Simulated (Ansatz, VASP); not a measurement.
## One calculation of LiTaO2, two programs

```
Li Ta O
1.0
     2.85666    0.00000    0.00000
    -1.42833    2.47394    0.00000
     0.00000    0.00000    5.56260
Li Ta O
1 1 2
Direct
  0.00000 0.00000 0.50000
  0.00000 0.00000 0.00000
  0.66667 0.33333 0.25518
  0.33333 0.66667 0.74482
```

Alike in both runs: functional PBE; k mesh 6 × 6 × 4; occupations gaussian, width 0.1 eV; no spin polarisation.

Ansatz relaxed the structure, and its values are those at the end. VASP's run is a single point on that final structure, the one shown.

```csv
,VASP,Ansatz
version,VASP 6.6.1,Ansatz 0.2.0
potentials or method,"VASP PAW PBE potentials, release 64 (Li_sv, Ta_pv, O)","scalar-relativistic, plane waves, PAW"
plane-wave cutoff (eV),520,420
valence electrons in the cell,26,28
```

```csv
,VASP,Ansatz,Ansatz less VASP
gap on the k mesh at the Fermi level (eV),none,none,-
rms of the force components (eV/Å),0.023,0.000,-0.0232
```

A gap of «none» marks a metal or a gap that the smearing closes. The functional is the same, so the differences come from potentials, cutoffs and numerics. The two sets of potentials don't hold the same shells in valence.

Caveats: the k mesh is coarse (spacing up to 0.42 Å⁻¹), so the values aren't converged. Spin-orbit coupling is left out, which matters for the levels of Ta.
